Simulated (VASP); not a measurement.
## BeTe in VASP 6.6.1, single-point calculation

INCAR

```
ENCUT = 520
GGA = PE
IBRION = -1
LCHARG = .FALSE.
NSW = 0
LASPH = .TRUE.
ISMEAR = -1
EDIFF = 1E-7
ISIF = 2
NELM = 120
SIGMA = 0.02
PREC = Low
LWAVE = .FALSE.
LREAL = .TRUE.
NBANDS = 11
```

KPOINTS

```
KPOINTS created by Atomic Simulation Environment
0
Gamma
8 8 8
0 0 0
```

POSCAR

```
Be Te
 1.0000000000000000
     0.0000000000000000    2.9417685704999998    2.9417685704999998
     2.9417685704999998    0.0000000000000000    2.9417685704999998
     2.9417685704999998    2.9417685704999998    0.0000000000000000
 Be  Te
   1   1
Cartesian
  0.0000000000000000  0.0000000000000000  0.0000000000000000
  1.4708842852499999  1.4708842852499999  1.4708842852499999
```

The recommended PBE PAW datasets give the neutral cell 8 valence electrons.

Command

```
mpirun -np 1 vasp_std
```

**Question.** Predict the outcome of this run.

**Answer.** It converged. Results: gap between bands v and c on the k mesh 2.26 eV; least direct gap on the k mesh 2.92 eV; pressure -4.7 GPa. Band v is the last that the valence electrons fill when counted band by band, and c is the next.

OSZICAR

```
N       E                     dE             d eps       ncg     rms          rms(c)
DAV:   1     0.192511876717E+02    0.19251E+02   -0.31342E+03   638   0.572E+02
DAV:   2    -0.637546777307E+01   -0.25627E+02   -0.24625E+02   808   0.876E+01
DAV:   3    -0.759284512025E+01   -0.12174E+01   -0.12152E+01   865   0.208E+01
DAV:   4    -0.760655318636E+01   -0.13708E-01   -0.13706E-01   770   0.249E+00
DAV:   5    -0.760681975095E+01   -0.26656E-03   -0.26656E-03   838   0.331E-01    0.339E+00
DAV:   6    -0.756625095227E+01    0.40569E-01   -0.38746E-02   716   0.800E-01    0.208E+00
DAV:   7    -0.755266276125E+01    0.13588E-01   -0.56817E-02   725   0.107E+00    0.230E-01
DAV:   8    -0.755344717608E+01   -0.78441E-03   -0.34608E-03   713   0.328E-01    0.508E-02
DAV:   9    -0.755367818260E+01   -0.23101E-03   -0.23806E-04   769   0.898E-02    0.169E-02
DAV:  10    -0.755372227584E+01   -0.44093E-04   -0.50618E-05   718   0.368E-02    0.102E-02
DAV:  11    -0.755372587832E+01   -0.36025E-05   -0.43341E-06   796   0.118E-02    0.267E-03
DAV:  12    -0.755372645221E+01   -0.57389E-06   -0.98034E-07   718   0.523E-03    0.670E-04
DAV:  13    -0.755372648422E+01   -0.32006E-07   -0.13472E-08   576   0.772E-04
   1 F= -.75537265E+01 E0= -.75537265E+01  d E =-.115862E-10
```

Standard output (part)

```
POSCAR found type information on POSCAR BeTe
 POSCAR found :  2 types and       2 ions
|     You have a (more or less) 'small supercell' and for smaller cells       |
|     it is recommended to use the reciprocal-space projection scheme!        |
|     The real-space optimization is not efficient for small cells and it     |
|     is also less accurate ...                                               |
|     Therefore, set LREAL=.FALSE. in the INCAR file.                         |
|     The real-space projection scheme for the treatment of the non-local     |
|     real-space optimization of all non-local projectors! BE WARNED that     |
|     a calculation using the real-space projection scheme together with      |
|     non-local projectors which were not real-space optimized (according     |
|     to the plane-wave cutoff used in this calculation) might give more      |
|     or less inaccurate results. I hope you know what you are doing.         |
 LDA part: xc-table for (Slater+PW92), standard interpolation
 POSCAR, INCAR and KPOINTS ok, starting setup
 WAVECAR not read
 entering main loop
```

These settings aren't sound, so the numbers aren't properties of the crystal.

On sound settings PBE gives a gap of 2.26 eV on its mesh and a pressure of -5.0 GPa for the intended cell.
